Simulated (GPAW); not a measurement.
Runs of GPAW 26.7.0 on CoO. Symmetry: Fm-3m, No. 225, cubic system. The conventional cell has a = 4.263 Å, b = 4.263 Å, c = 4.263 Å, α = 90.00°, β = 90.00°, γ = 90.00°. Co (site symmetry m-3m) is surrounded by 6 O at 2.13 Å. O (site symmetry m-3m) has 6 Co at 2.13 Å as nearest neighbours. 

```tsv
task	level	potentials or basis	U	cell	k mesh	cutoff (eV)	maxiter	band path	band points	convergence	lines	gap on the mesh (eV)	pressure (GPa)	moment (μB)
band structure	PBEsol+U	PAW data sets generated in the run's folder for this functional, pw	Co d U = 6 eV	Fm-3m, 9.68 Å³/atom	11 × 11 × 11	800	150	GXWKGLUWLK,UX	80	-	-	-	-6.1	(a)
single point	LDA	the program's PAW data sets (release 1.2.1) made for this functional, pw	-	Fm-3m, 9.68 Å³/atom	9 × 9 × 9	600	120	-	-	default	-	none	-24.2	(b)
band structure	PBEsol	PAW data sets generated in the run's folder for this functional, pw	-	Fm-3m, 9.68 Å³/atom	11 × 11 × 11	800	150	GXWKGLUWLK,UX	80	-	-	-	-10.0	2.96
magnons	LDA	the program's PAW data sets (release 1.2.1) made for this functional, pw	-	Fm-3m, 10.07 Å³/atom	9 × 9 × 9	600	150	-	-	-	2	none	-	2.96
```

Alike in all rows: spin collinear, ferromagnetic start; smearing fermi-dirac 0.05 eV.

Task: Fill in the values left out.

Result: (a) 3.00; (b) 2.84.

Caveats: a cell with one magnetic atom can't hold antiferromagnetic order, which such compounds often take; semilocal functionals often make such compounds metallic where correlation or magnetic order opens a gap, which also shifts bond lengths (some runs); the cutoff is short for stress and forces, so pressures can be off by a GPa or more (some runs); so large a pressure means that the cell lies far from this level's equilibrium, or that cutoff or potentials fall short (some runs); the number of bands moves the energies at small q by some ten meV (some runs); the exchange constants hang on this mesh and on the site radius (some runs); magnon energies are noisy on this mesh (some runs).

A gap of «none» marks a metal or a gap under the smearing width.
